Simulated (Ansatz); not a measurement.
Level of theory: DFT PBE, scalar-relativistic, plane waves, PAW (Ansatz 0.2.0). Settings: cutoff 420 eV, Γ-centred meshes spaced at most about 0.3 Å⁻¹, and about 0.25 Å⁻¹ or finer for metals (2π included), Gaussian smearing. No spin polarisation.

All energies are static (0 K, no zero-point motion).

Task: Which of these relaxed structures of Mg2O is the lowest in energy?
A. Space group P4/nmm (No. 129), tetragonal, a = 3.049 Å, c = 8.866 Å. Around Mg on its first site lie 5 O at 2.13–2.16 Å and 12 Mg at 3.03–3.14 Å; around Mg on its second site lie 1 O at 2.28 Å and 12 Mg at 3.05–3.14 Å; O has 6 Mg at 2.13–2.28 Å.
B. Space group P4_2/mnm (No. 136), tetragonal, a = 5.242 Å, c = 3.130 Å. Around Mg lie 3 O at 2.17–2.19 Å and 11 Mg at 3.06–3.13 Å; around O lie 6 Mg at 2.17–2.19 Å.

Result: A. The other, B, lies 239 meV/atom higher. Forms: A P4/nmm; B anti-rutile type, P4_2/mnm. Counting O atoms around Mg (those within 1.25 times the shortest such distance or 1.15 times the sum of covalent radii; a slash parts the counts of unlike sites): A has Mg 1/5; B has Mg 3. Both come from invented guesses. The lowest form computed isn't among them: it has space group P-3m1 (No. 164), 13.8 Å³/atom and lies 49 meV/atom below the best shown.

Cells relaxed within their symmetry can be saddle points. Some candidate types were left out of the draw beforehand, so a known form may be missing.
